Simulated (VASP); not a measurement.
# TiB2 (P6/mmm) in VASP: settings compared

One crystal, TiB2, is run at these levels: PBE, r2SCAN; tasks: relaxation of cell and atoms.

All numbers are computed with VASP 6.6.1; they aren't measurements. Logs are shortened: lines on timing, memory, paths and dates and some standing lists are left out, and cuts for length are marked.

## Step 1: The crystal as given

Symmetry: P6/mmm, No. 191, hexagonal system. Conventional cell: a = 2.984 Å, b = 2.984 Å, c = 3.326 Å, α = 90.00°, β = 90.00°, γ = 120.00°. Ti (site symmetry 6/mmm) is surrounded by 12 B at 2.39 Å. B (site symmetry -6m2) is surrounded by 3 B at 1.72 Å.

The cell was built by a generator and needn't be a form met in nature.

## Step 2: Relaxation of cell and atoms, PBE

File INCAR:

```
PREC = Accurate ; ENCUT = 600
EDIFF = 1E-6 ; ISMEAR = 1
SIGMA = 0.1 ; LREAL = F
LASPH = T ; NELM = 80
ALGO = Normal ; ISIF = 3
LWAVE = F ; LCHARG = F
GGA = PE ; IBRION = 2
NSW = 90 ; EDIFFG = -0.01
```

File KPOINTS:

```
Automatic mesh
0
Gamma
  15 15 11
```

File POSCAR:

```
TiB2
1.0
    2.9843719800      0.0000000000      0.0000000000
   -1.4921859900      2.5845419500      0.0000000000
    0.0000000000      0.0000000000      3.3261155200
Ti B
1 2
Direct
    0.0000000000      0.0000000000      0.0000000000
    0.3333333300      0.6666666700      0.5000000000
    0.6666666700      0.3333333300      0.5000000000
```

Potentials or basis: VASP PAW PBE potentials, release 64 (Ti_sv, B).

Run with:

```sh
> cat potpaw_PBE.64/Ti_sv/POTCAR potpaw_PBE.64/B/POTCAR > POTCAR
> mpirun -np 1 vasp_std > vasp.out
```

OUTCAR:

```text
PREC = Accurate
   ENCUT = 600
   EDIFF = 1E-6
   ISMEAR = 1
   LREAL = F
   LASPH = T
   NELM = 80
   ISIF = 3
   GGA = PE
   IBRION = 2
   NSW = 90
   EDIFFG = -0.01

 ion  position               nearest neighbor table
   1  0.000  0.000  0.000-   2 2.39   3 2.39   2 2.39   3 2.39   3 2.39   3 2.39   2 2.39   2 2.39
                             3 2.39   3 2.39   2 2.39   2 2.39
   2  0.333  0.667  0.500-   3 1.72   3 1.72   3 1.72   1 2.39   1 2.39   1 2.39   1 2.39   1 2.39
                             1 2.39
   3  0.667  0.333  0.500-   2 1.72   2 1.72   2 1.72   1 2.39   1 2.39   1 2.39   1 2.39   1 2.39
                             1 2.39

  LATTYP: Found a hexagonal cell.
 ALAT       =     2.9843719800
 C/A-ratio  =     1.1145110403

  Lattice vectors:

 A1 = (   2.9843719800,   0.0000000000,   0.0000000000)
 A2 = (  -1.4921859900,   2.5845419500,   0.0000000000)
 A3 = (   0.0000000000,   0.0000000000,   3.3261155200)

Analysis of symmetry for initial positions (statically):
=====================================================================
 Subroutine PRICEL returns:
 Original cell was already a primitive cell.

 Routine SETGRP: Setting up the symmetry group for a
 hexagonal supercell.

 Subroutine GETGRP returns: Found 24 space group operations
 (whereof 24 operations were pure point group operations)
 out of a pool of 24 trial point group operations.

The static configuration has the point symmetry D_6h.

Analysis of symmetry for dynamics (positions and initial velocities):
=====================================================================
 Subroutine PRICEL returns:
 Original cell was already a primitive cell.

 Routine SETGRP: Setting up the symmetry group for a
 hexagonal supercell.

 Subroutine GETGRP returns: Found 24 space group operations
 (whereof 24 operations were pure point group operations)
 out of a pool of 24 trial point group operations.

The dynamic configuration has the point symmetry D_6h.

 Subroutine INISYM returns: Found 24 space group operations
 (whereof 24 operations are pure point group operations),
 and found     1 'primitive' translations

----------------------------------------------------------------------------------------

                                     Primitive cell

  volume of cell :      25.6551

  direct lattice vectors                    reciprocal lattice vectors
     2.984371980  0.000000000  0.000000000     0.335078873  0.193457878  0.000000000
    -1.492185990  2.584541950  0.000000000     0.000000000  0.386915755  0.000000000
     0.000000000  0.000000000  3.326115520     0.000000000  0.000000000  0.300651013

  length of vectors
     2.984371980  2.984371981  3.326115520     0.386915755  0.386915755  0.300651013

  position of ions in fractional coordinates (direct lattice)
     0.000000000  0.000000000  0.000000000
     0.333333330  0.666666670  0.500000000
     0.666666670  0.333333330  0.500000000

  ion indices of the primitive-cell ions
   primitive index   ion index
                 1           1
                 2           2
                 3           3

----------------------------------------------------------------------------------------

 KPOINTS: Automatic mesh

Automatic generation of k-mesh.
 Grid dimensions read from file:
 generate k-points for:   15   15   11

 Generating k-lattice:

  Cartesian coordinates                     Fractional coordinates (reciprocal lattice)
     0.022338592  0.012897192  0.000000000     0.066666667 -0.000000000  0.000000000
     0.000000000  0.025794384  0.000000000     0.000000000  0.066666667  0.000000000
     0.000000000  0.000000000  0.027331910     0.000000000  0.000000000  0.090909091

  Length of vectors
     0.025794384  0.025794384  0.027331910

  Shift w.r.t. Gamma in fractional coordinates (k-lattice)
     0.000000000  0.000000000  0.000000000

 Subroutine IBZKPT returns following result:
 ===========================================

 Found    162 irreducible k-points:

 Following reciprocal coordinates:
            Coordinates               Weight
  0.000000  0.000000  0.000000      1.000000
  0.066667  0.000000  0.000000      6.000000
  0.133333  0.000000  0.000000      6.000000
  0.200000  0.000000  0.000000      6.000000
  0.266667  0.000000  0.000000      6.000000
  0.333333  0.000000  0.000000      6.000000
[... 16 lines left out ...]
  0.333333  0.200000  0.000000     12.000000
  0.400000  0.200000  0.000000      6.000000
 [... further k-points ...]
   k-points           NKPTS =    162   k-points in BZ     NKDIM =    162   number of bands    NBANDS=     13
   number of dos      NEDOS =    301   number of ions     NIONS =      3
   total plane-waves  NPLWV =  16128
   dimension x,y,z NGX =    24 NGY =   24 NGZ =   28
   dimension x,y,z NGXF=    48 NGYF=   48 NGZF=   56
   ions per type =               1   2
   NGX,Y,Z   is equivalent  to a cutoff of  13.37, 13.37, 13.99 a.u.
   NGXF,Y,Z  is equivalent  to a cutoff of  26.74, 26.74, 27.99 a.u.
 SYSTEM =  unknown system
   PREC   = accura    normal or accurate (medium, high low for compatibility)
   ISTART =      0    job   : 0-new  1-cont  2-samecut
   ICHARG =      2    charge: 1-file 2-atom 10-const
   ISPIN  =      1    spin polarized calculation?
   LNONCOLLINEAR =      F non collinear calculations
   LSORBIT =      F    spin-orbit coupling
   LASPH  =      T    aspherical Exc in radial PAW
   ENCUT  =  600.0 eV  44.10 Ry    6.64 a.u.   5.96  5.96  6.64*2*pi/ulx,y,z
   NELM   =     80;   NELMIN=  2; NELMDL= -5     # of ELM steps
   EDIFF  = 0.1E-05   stopping-criterion for ELM
   LREAL  =      F    real-space projection
   EDIFFG = -.1E-01   stopping-criterion for IOM
   NSW    =     90    number of steps for IOM
   IBRION =      2    ionic relax: 0-MD 1-quasi-New 2-CG
   NFREE  =      1    steps in history (QN), initial steepest desc. (CG)
   ISIF   =      3    stress and relaxation
   ISYM   =      2    0-nonsym 1-usesym 2-fastsym
   POTIM  = 0.5000    time-step for ionic-motion
   TEBEG  =    0.0;   TEEND  =   0.0 temperature during run
   PSTRESS=    0.0 pullay stress
   NELECT =      18.0000    total number of electrons
   NUPDOWN=      -1.0000    fix difference up-down
   EMIN   =  10.00;   EMAX   =-10.00  energy-range for DOS
   EFERMI =   0.00;   METHOD = LEGACY
   ISMEAR =     1;   SIGMA  =   0.10  broadening in eV -4-tet -1-fermi 0-gaus
   EFERMI_NEDOS =   21; number of points for ismear=-14 and -15
   IALGO  =     38    algorithm
   IMIX   =      4    mixing-type and parameters
     AMIX     =   0.40;   BMIX     =  1.00
     AMIX_MAG =   1.60;   BMIX_MAG =  1.00
  volume/ion in A,a.u.               =       8.55        57.71
  Fermi-wavevector in a.u.,A,eV,Ry     =   1.454703  2.748990 28.792121  2.116161
  Thomas-Fermi vector in A             =   2.571823
   LORBIT       =      0    0 simple, 1 ext, 2 COOP (PROOUT), +10 PAW based schemes
   GGA     = PE    functional components
   LHFCALC =     F    Hartree Fock is set to
   AEXX    =    0.0000 exact exchange contribution
   IVDW    =     0    specifies the selected vdW correction
   LEPSILON=     F    determine dielectric tensor
   LRPA    =     F    only Hartree local field effects (RPA)
 conjugate gradient relaxation of ions
 non-spin polarized calculation
 Methfessel and Paxton  Order N= 1 SIGMA  =   0.10
  energy-cutoff  :      600.00
  volume of cell :       25.66
 maximum number of plane-waves:       873
 NGX is ok and might be reduce to    24

--------------------------------------- Ionic step        1  -------------------------------------------

 number of electron      18.0000004 magnetization

 Free energy of the ion-electron system (eV)
  ---------------------------------------------------
  ext. energy  EPLUGINS =         0.00000000
  ---------------------------------------------------
  free energy    TOTEN  =       -24.38247489 eV

  energy without entropy =      -24.38247469  energy(sigma->0) =      -24.38247482

------------------------ aborting loop because EDIFF is reached ----------------------------------------

  FORCE on cell =-STRESS in cart. coord.  units (eV):
  Direction    XX          YY          ZZ          XY          YZ          ZX
  --------------------------------------------------------------------------------------
  -------------------------------------------------------------------------------------
  Total        1.3961400      1.3961400     -1.6932376      0.0000000      0.0000000     -0.0000000
  in kB       87.1898032     87.1898033   -105.7437260      0.0000000      0.0000000     -0.0000000
  external PRESSURE =      22.8786268 kB  Pullay stress =       0.0000000 kB
[... 96 lines left out ...]
  energy  without entropy=      -24.4271506341  energy(sigma->0) =      -24.42719460

--------------------------------------- Ionic step        4  -------------------------------------------

 number of electron      18.0000003 magnetization

 E-fermi :  10.0830     XC(G=0): -12.8027

 val. band max:       10.0718633812   @ k =   0.2667   0.2000   0.0000
 cond. band min:      10.0999504447   @ k =   0.1333   0.1333   0.1818
 fundamental gap:      0.0280870635
 Fermi energy:        10.0829724261

 k-point     1 :       0.0000    0.0000    0.0000
  band No.  band energies     occupation
      1     -46.8589      2.00000
      2     -23.2108      2.00000
      3     -22.8972      2.00000
      4     -22.8972      2.00000
      5      -3.4633      2.00000
      6       7.4196      2.00000
      7       7.4196      2.00000
      8       7.8109      2.00000
      9       7.9594      2.00000
     10      11.9858     -0.00000
     11      11.9858     -0.00000
     12      13.7938      0.00000
     13      13.7938      0.00000
[... 402 lines left out ...]
  energy  without entropy=      -24.4292028908  energy(sigma->0) =      -24.42936002

--------------------------------------- Ionic step        5  -------------------------------------------

 number of electron      18.0000002 magnetization

 Free energy of the ion-electron system (eV)
  ---------------------------------------------------
  ext. energy  EPLUGINS =         0.00000000
  ---------------------------------------------------
  free energy    TOTEN  =       -24.43085851 eV

  energy without entropy =      -24.43067758  energy(sigma->0) =      -24.43079820

 E-fermi :   9.9956     XC(G=0): -12.7636

 val. band max:        9.9692014365   @ k =   0.2667   0.2000   0.0000
 cond. band min:      10.0131302005   @ k =   0.1333   0.1333   0.1818
 fundamental gap:      0.0439287641
 Fermi energy:         9.9956106316

 k-point     1 :       0.0000    0.0000    0.0000
  band No.  band energies     occupation
      1     -46.9716      2.00000
      2     -23.3246      2.00000
      3     -23.0102      2.00000
      4     -23.0102      2.00000
      5      -3.5116      2.00000
      6       7.3727      2.00000
      7       7.3727      2.00000
      8       7.6846      2.00000
      9       7.8809      2.00000
     10      11.8720     -0.00000
     11      11.8720     -0.00000
     12      13.6457      0.00000
     13      13.6457      0.00000
[... 398 lines left out ...]
  FREE ENERGIE OF THE ION-ELECTRON SYSTEM (eV)
  ---------------------------------------------------
  free  energy   TOTEN  =       -24.4308585062 eV

  energy  without entropy=      -24.4306775773  energy(sigma->0) =      -24.43079820

 reached required accuracy - stopping structural energy minimisation
```

Wall time 2.8 min (1 thread of Intel Xeon Platinum 8488C (Sapphire Rapids), shared host); peak memory 0.2 GiB.

Results:

* Free energy: -24.4309 eV
* Relaxed volume: 8.56 Å³/atom
* Relaxed cell: a = 3.033 Å, b = 3.033 Å, c = 3.225 Å, α = 90.00°, β = 90.00°, γ = 120.00°
* Space group after relaxing (to 0.05 Å): P6/mmm (No. 191)
* Energy gained by relaxing: 16.1 meV/atom
* Ionic steps: 5
* Pressure after relaxing: 0.0 GPa
* Band gap on the k mesh: none (metal or under the smearing width)

The path:
```csv
step,energy change (eV),largest force (eV/Å),pressure (GPa),volume (Å³)
1,0.0000,0.0000,2.29,25.66
2,-0.0429,0.0000,-3.94,26.09
3,-0.0447,0.0000,-3.00,26.02
4,-0.0470,0.0000,1.91,25.48
5,-0.0484,0.0000,-0.03,25.68
```

Final structure:
```cif
data_structure
_symmetry_space_group_name_H-M 'P 1'
_symmetry_Int_Tables_number 1
_cell_length_a 3.0327
_cell_length_b 3.0327
_cell_length_c 3.2246
_cell_angle_alpha 90.000
_cell_angle_beta 90.000
_cell_angle_gamma 120.000
_cell_volume 25.68
loop_
_atom_site_label
_atom_site_type_symbol
_atom_site_fract_x
_atom_site_fract_y
_atom_site_fract_z
_atom_site_occupancy
Ti1 Ti 0.00000 0.00000 0.00000 1
B1 B 0.33333 0.66667 0.50000 1
B2 B 0.66667 0.33333 0.50000 1
```

Levels at points of the mesh, in eV from the Fermi level:
| k point | band 7 | band 8 | band 9 | band 10 | band 11 | band 12 |
| --- | --- | --- | --- | --- | --- | --- |
| (0.00, 0.00, 0.00) | -2.62 | -2.31 | -2.11 | 1.88 | 1.88 | 3.65 |

## Step 3: Relaxation of cell and atoms, PBE

This run uses another cell than the first one, of the same volume but with other edges.

File INCAR:

```
PREC = Accurate ; ENCUT = 600
EDIFF = 1E-7 ; ISMEAR = 1
SIGMA = 0.1 ; LREAL = F
LASPH = T ; NELM = 80
ALGO = Normal ; ISIF = 3
LWAVE = F ; LCHARG = F
GGA = PE ; IBRION = 2
NSW = 90 ; EDIFFG = -0.005
```

KPOINTS is that of step 2.

File POSCAR:

```
TiB2                                    
1.0
    3.0327259423      0.0000000000     -0.0000000000
   -1.5163629711      2.6264177097      0.0000000000
   -0.0000000000     -0.0000000000      3.2246448041
  Ti              B             
     1     2
Direct
     0.0000000000000000    1.0000000000000000    0.0000000000000000
     0.3333333300000021    0.6666666699999979    0.5000000000000000
     0.6666666699999979    0.3333333300000021    0.5000000000000000
```

Potentials or basis: VASP PAW PBE potentials, release 64 (Ti_sv, B).

Run with:

```sh
> cat potpaw_PBE.64/Ti_sv/POTCAR potpaw_PBE.64/B/POTCAR > POTCAR
> mpirun -np 1 vasp_std > vasp.out
```

Wall time 55 s (1 thread of Intel Xeon Platinum 8488C (Sapphire Rapids), shared host); peak memory 0.19 GiB.

The run converged. Its results:

- Free energy: -24.4310 eV
- Pressure after relaxing: 0.0 GPa
- Band gap on the k mesh: none (metal or under the smearing width)

Stress tensor (GPa, compression positive):
```
-0.04  0.00  0.00
 0.00 -0.04  0.00
 0.00  0.00  0.06
```

Final structure:
```xyz
3
Lattice="3.0327 0.0000 0.0000 -1.5164 2.6264 0.0000 0.0000 0.0000 3.2246" Properties=species:S:1:pos:R:3 pbc="T T T"
Ti    0.0000    0.0000    0.0000
B     0.0000    1.7509    1.6123
B     1.5164    0.8755    1.6123
```

Levels at points of the mesh, in eV from the Fermi level:
```
           k point  band 6  band 7  band 8  band 9  band 10  band 11  band 12  band 13
(0.00, 0.00, 0.00)   -2.62   -2.62   -2.31   -2.11     1.88     1.88     3.65     3.65
```

Caveat: the relaxation stopped at its first step, so nothing moved.

## Step 4: Relaxation of cell and atoms, r2SCAN

File INCAR:

```
  PREC = Accurate
  ENCUT = 600
  EDIFF = 1E-6
  ISMEAR = 1
  SIGMA = 0.1
  LREAL = F
  LASPH = T
  NELM = 80
  ALGO = Normal
  ISIF = 3
  LWAVE = F
  LCHARG = F
  METAGGA = R2SCAN
  LMIXTAU = T
  IBRION = 2
  NSW = 90
  EDIFFG = -0.01
```

KPOINTS is that of step 3.

File POSCAR:

```
TiB2
1.0
    2.9843719800      0.0000000000      0.0000000000
   -1.4921859900      2.5845419500      0.0000000000
    0.0000000000      0.0000000000      3.3261155200
Ti B
1 2
Direct
    0.0000000000      0.0000000000      0.0000000000
    0.3333333300      0.6666666700      0.5000000000
    0.6666666700      0.3333333300      0.5000000000
```

Run with:

```sh
> cat potpaw_PBE.64/Ti_sv/POTCAR potpaw_PBE.64/B/POTCAR > POTCAR
> mpirun -np 1 vasp_std > vasp.out
```

It took 7.6 min on 1 thread of Intel Xeon Platinum 8488C (Sapphire Rapids), shared host; peak memory 0.22 GiB.

It converged, with:

| Property | Result |
| --- | --- |
| Free energy | -30.9745 eV |
| Relaxed volume | 8.54 Å³/atom |
| Relaxed cell | a = 3.028 Å, b = 3.028 Å, c = 3.229 Å, α = 90.00°, β = 90.00°, γ = 120.00° |
| Space group after relaxing (to 0.05 Å) | P6/mmm (No. 191) |
| Energy gained by relaxing | 14.8 meV/atom |
| Ionic steps | 6 |
| Pressure after relaxing | -0.2 GPa |
| Band gap on the k mesh | none (metal or under the smearing width) |

Stress tensor (GPa, compression positive):
```
-0.18  0.00  0.00
 0.00 -0.18  0.00
 0.00  0.00 -0.10
```

Step by step:
```
step  energy change (eV)  largest force (eV/Å)  pressure (GPa)  volume (Å³)
   1              0.0000                0.0000            1.59        25.66
   2             -0.0401                0.0000           -3.47        25.95
   3             -0.0418                0.0000           -2.73        25.90
   4             -0.0428                0.0000            2.13        25.40
   5             -0.0444                0.0000            0.12        25.62
   6             -0.0444                0.0000           -0.15        25.63
```

Final structure:
```xyz
3
Lattice="3.0278 0.0000 0.0000 -1.5139 2.6222 0.0000 0.0000 0.0000 3.2287" Properties=species:S:1:pos:R:3 pbc="T T T"
Ti    0.0000    0.0000    0.0000
B     0.0000    1.7481    1.6143
B     1.5139    0.8741    1.6143
```

Levels at points of the mesh, in eV from the Fermi level:
```csv
k point,band 7,band 8,band 9,band 10,band 11,band 12
"(0.00, 0.00, 0.00)",-2.77,-2.61,-2.20,1.98,1.98,3.85
```

Caveat: the PAW data sets were made with another functional, which shifts forces and pressure a little.

## Step 5: Relaxation of cell and atoms, r2SCAN

This run uses another cell than the first one, of the same volume but with other edges.

Edit INCAR of step 4 so:

```diff
@@ -2,3 +2,3 @@
   ENCUT = 600
-  EDIFF = 1E-6
+  EDIFF = 1E-7
   ISMEAR = 1
@@ -16,2 +16,2 @@
   NSW = 90
-  EDIFFG = -0.01
+  EDIFFG = -0.005
```

KPOINTS is that of step 4.

File POSCAR:

```
TiB2                                    
1.0
    3.0278487086     -0.0000000000     -0.0000000000
   -1.5139243543      2.6221939014     -0.0000000000
   -0.0000000000     -0.0000000000      3.2286879366
  Ti              B             
     1     2
Direct
     0.0000000000000000    0.0000000000000000    0.0000000000000000
     0.3333333300000021    0.6666666699999979    0.5000000000000000
     0.6666666699999979    0.3333333300000021    0.5000000000000000
```

Run with:

```sh
> cat potpaw_PBE.64/Ti_sv/POTCAR potpaw_PBE.64/B/POTCAR > POTCAR
> mpirun -np 1 vasp_std > vasp.out
```

Wall time 4.2 min (1 thread of Intel Xeon Platinum 8488C (Sapphire Rapids), shared host); peak memory 0.2 GiB.

It converged, with:

```yaml
Free_energy: -30.9747 eV
Relaxed_volume: 8.54 Å³/atom
Relaxed_cell: a = 3.027 Å, b = 3.027 Å, c = 3.228 Å, α = 90.00°, β = 90.00°, γ = 120.00°
Space_group_after_relaxing_to_0.05_Å: P6/mmm (No. 191)
Energy_gained_by_relaxing: 0.0 meV/atom
Ionic_steps: 3
Pressure_after_relaxing: 0.0 GPa
Band_gap_on_the_k_mesh: none (metal or under the smearing width)
```

Final structure:
```yaml
crystal:
  lattice:
    - [3.02720, 0.00000, 0.00000]
    - [-1.51360, 2.62163, 0.00000]
    - [0.00000, 0.00000, 3.22825]
  atoms:
    - { symbol: Ti, position: [0.00000, 0.00000, 0.00000] }
    - { symbol: B, position: [0.33333, 0.66667, 0.50000] }
    - { symbol: B, position: [0.66667, 0.33333, 0.50000] }
```

Levels at points of the mesh, in eV from the Fermi level:
```tsv
k point	band 5	band 6	band 7	band 8	band 9	band 10	band 11	band 12	band 13
(0.00, 0.00, 0.00)	-14.50	-2.77	-2.77	-2.62	-2.20	1.98	1.98	3.85	3.85
```

Caveat: the PAW data sets were made with another functional, which shifts forces and pressure a little.
